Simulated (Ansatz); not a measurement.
How settings move the results for TePb

```
Te Pb
1.0
     0.00000    3.22700    3.22700
     3.22700    0.00000    3.22700
     3.22700    3.22700    0.00000
Te Pb
1 1
Direct
  0.50000 0.50000 0.50000
  0.00000 0.00000 0.00000
```

Atoms are numbered in the order listed.

The conventional cell has a = 6.454 Å, b = 6.454 Å, c = 6.454 Å, α = 90.00°, β = 90.00°, γ = 90.00°. Around Te (atom 1) lie 6 Pb at 3.23 Å. Pb (atom 2) is surrounded by 6 Te at 3.23 Å.

The cell is COD entry 9008696, as deposited and not checked against the literature; nothing was relaxed.

Spin–orbit coupling is left out, though it moves levels of the heavy atoms by tenths of an eV or more.

Level of theory: Ansatz 0.2.0, DFT, PBE, all-electron LAPW, scalar-relativistic.

The runs use a Γ-centred 10×10×10 k mesh, Fermi–Dirac smearing of 0.03 eV, basis error target 0.5 meV/atom, no spin polarisation. One setting is then changed at a time.

```tsv
basis error target (meV/atom)	free energy less the base's (meV/atom)	P (GPa)	gap on the mesh (eV)	cutoff chosen (eV)
0.5 (base)	0.0	2.32	0.721	194
3	0.6	2.32	0.721	156
10	2.5	2.34	0.721	132
30	8.6	2.40	0.721	111
0.1	-0.1	2.32	0.721	231
```
